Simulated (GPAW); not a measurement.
The system is CdTe.

```
Te Cd
1.0
     0.00000    3.20500    3.20500
     3.20500    0.00000    3.20500
     3.20500    3.20500    0.00000
Te Cd
1 1
Direct
  0.75000 0.75000 0.75000
  0.00000 0.00000 0.00000
```

| Quantity | Value |
| --- | --- |
| Program | GPAW 26.7.0 |
| Task | relaxation of cell and atoms |
| Functional | RPBE |
| Dispersion | D4 |
| Potentials or basis | the program's PAW data sets (release 1.2.1) made for this functional |
| Cutoff | 600 eV |
| Basis | pw |
| k mesh | 7 × 7 × 7 |
| Occupations | fermi-dirac, width 0.05 eV |
| Spin | no spin polarisation |

At the start: pressure 1.7 GPa; volume 32.92 Å³/atom.

Task: Where does the relaxation end?

Result: Over 4 steps the energy falls by 7.1 meV/atom and the volume is 34.27 Å³/atom (+4.1 %); space group F-43m (No. 216, to 0.05 Å).

The path:
| step | energy change (eV) | largest force (eV/Å) | pressure (GPa) | volume (Å³) |
| --- | --- | --- | --- | --- |
| 1 | 0.0000 | 0.0000 | 1.73 | 65.84 |
| 2 | -0.0049 | 0.0000 | 1.37 | 66.35 |
| 3 | -0.0142 | 0.0000 | 0.07 | 68.42 |
| 4 | -0.0142 | 0.0000 | 0.00 | 68.54 |

Final structure:
```
Te Cd
1.0
     0.00001    3.24819    3.24819
     3.24819    0.00001    3.24819
     3.24819    3.24819    0.00001
Te Cd
1 1
Direct
  0.75000 0.75000 0.75000
  0.00000 0.00000 0.00000
```

Caveat: later steps reuse the first step's grids.
